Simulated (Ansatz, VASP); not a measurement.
Ta2H: VASP beside Ansatz

The input INCAR:

```
SYSTEM = Ta2H
  PREC = Accurate
  ENCUT = 600
  EDIFF = 1E-6
  ISMEAR = 0
  SIGMA = 0.1
  LREAL = .FALSE.
  LASPH = .TRUE.
  NELM = 100
  ALGO = Normal
  ISIF = 3
  LWAVE = .FALSE.
  LCHARG = .FALSE.
  GGA = PS
  IBRION = 2
  NSW = 100
  EDIFFG = -0.005
```

KPOINTS

```
Automatic mesh
0
G
  16 16 10
  0 0 0
```

POSCAR

```
Ta2H
1.0
    1.7204951073     -2.3714690318      0.0000000000
    1.7204951073      2.3714690318      0.0000000000
    0.0000000000      0.0000000000      4.7585693900
Ta H
2 1
Direct
    0.0000000000      0.5000000000      0.2645697700
    0.5000000000      0.0000000000      0.7354302300
    0.0000000000      0.0000000000      0.0000000000
```

Input for Ansatz:

```yaml
crystal:
  lattice:
    - [1.7204951073, -2.3714690318, 0.0]
    - [1.7204951073, 2.3714690318, 0.0]
    - [0.0, 0.0, 4.75856939]
  atoms:
    - { symbol: Ta, position: [0.0, 0.5, 0.26456977] }
    - { symbol: Ta, position: [0.5, 0.0, 0.73543023] }
    - { symbol: H, position: [0.0, 0.0, 0.0] }
basis:
  ecutwfc: 420
kpoints:
  mp_grid: { grid: [16, 16, 10] }
hamiltonian:
  xc: pbesol
scf:
  occupations: { method: gaussian, width: 0.1 }
output:
  forces: true
  stress: true
  eigenvalues: true
relax:
  adjacent_minimum: "off"
  f_tol: 0.005
  max_steps: 80
  cell: { stress_tol: 0.05 }
```

The cell comes from a database or a generator and needn't be the stable form of this composition.

Alike in both runs: task relaxation of cell and atoms; functional PBEsol; k mesh 16 × 16 × 10; occupations gaussian, width 0.1 eV; no spin polarisation.

|  | VASP | Ansatz |
| --- | --- | --- |
| version | VASP 6.6.1 | Ansatz 0.2.0 |
| potentials or method | VASP PAW PBE potentials, release 64 (Ta_pv, H) | scalar-relativistic, plane waves, PAW |
| plane-wave cutoff (eV) | 600 | 420 |
| valence electrons in the cell | 23 | 27 |

```csv
,VASP,Ansatz,Ansatz less VASP
"gap on the k mesh at the Fermi level, each at its own relaxed structure (eV)",none,none,-
relaxed volume (Å³/atom),12.68,12.66,-0.014
relaxed cell length with the largest relative difference (Å),4.762,4.758,-0.0041
energy change over the relaxation (meV/atom),-5,-5,-0.4
```

A gap of «none» marks a metal or a gap that the smearing closes. The two sets of potentials don't hold the same shells in valence.

Caveats: the PAW data sets were made with another functional, which shifts forces and pressure a little (VASP). Spin-orbit coupling is left out, which matters for the levels of Ta.
